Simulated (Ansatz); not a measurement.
**How Mo stores the work of compression**

Computed with DFT PBE, scalar-relativistic, plane waves, PAW (Ansatz 0.2.0). (420 eV cutoff, 18×18×18 k-mesh, Gaussian smearing of 0.10 eV, no spin polarisation)

Starting point, cell and atoms relaxed:

```xyz
1
Lattice="-1.5803 1.5803 1.5803 1.5803 -1.5803 1.5803 1.5803 1.5803 -1.5803" Properties=species:S:1:pos:R:3 pbc="T T T"
Mo    0.0000    0.0000    0.0000
```

Cell and atoms were relaxed at each target pressure within the start's symmetry (Im-3m), at zero temperature; other phases can be more stable under pressure. H = E + PV with P the target; E is the free energy at the smearing used, whose derivative the pressure is, per atom and counted from zero pressure.

```csv
P (GPa),V (Å³/atom),E − E0 (meV),H − H0 (meV)
0,15.786,0.0,0.0
2,15.665,0.7,196.3
5,15.492,4.5,488.0
10,15.231,16.7,967.4
20,14.767,59.8,1903.1
40,14.013,199.0,3697.4
```

Task: Thermodynamics gives dH/dP = V along a relaxed path. Integrate V over P by the trapezoid rule and compare with the computed enthalpies.

Result: With 1 eV/Å³ = 160.22 GPa, each step adds the mean volume times ΔP / 160.22:
| P (GPa) | ∫V dP (meV) | H − H0 (meV) | difference (meV) |
| --- | --- | --- | --- |
| 2 | 196.3 | 196.3 | 0.0 |
| 5 | 488.0 | 488.0 | 0.0 |
| 10 | 967.4 | 967.4 | 0.0 |
| 20 | 1903.5 | 1903.1 | 0.4 |
| 40 | 3699.8 | 3697.4 | 2.4 |

V(P) curves upward, so the trapezoid rule runs high; integrating a smooth curve through the same points (P as a polynomial of degree 4 in ln V) puts that excess at about 2.8 meV at 40 GPa, against the 2.4 meV found.

Task: At 40 GPa, how much of the enthalpy change is stored energy and how much is the PV term?

Result: E rises by 199 meV/atom and PV is 40 × 14.013 / 160.22 = 3498 meV/atom, so PV makes 95 % of ΔH. So between rival structures at high pressure a small difference in volume can outweigh the difference in energy: 1 % of this volume is worth 35.0 meV/atom at this pressure.

Task: What bulk modulus do the lowest pressures give?

Result: From the pressures that the runs reached, -2.00 GPa (15.908 Å³) and 2.00 GPa (15.665 Å³), B = −ΔP/Δln V = 4.00 / 0.0154 = 260 GPa, a mean over that range.

Molybdenum stores little energy under compression because it is stiff. To leading order the stored energy grows with the square of the pressure, while the PV term grows almost linearly. The elastic share of the enthalpy is therefore small at first and rises along the series, reaching 199 meV/atom at 40 GPa. The large PV term is not energy held in the bonds; it comes from the finite atomic volume multiplied by the applied pressure.

The stiffness, expressed in the bulk modulus of 260 GPa, fits molybdenum's place near the middle of the transition series. There the bonding part of the d band is largely filled and the antibonding part largely empty, which gives strong cohesion and a small equilibrium volume. Further compression broadens the d band but also raises the kinetic energy and core-valence repulsion, which probably explains why the volume falls less per unit of pressure at the upper end. The close match between the integrated volumes and the enthalpies confirms the internal consistency of the calculation, not the accuracy of the functional's equation of state.
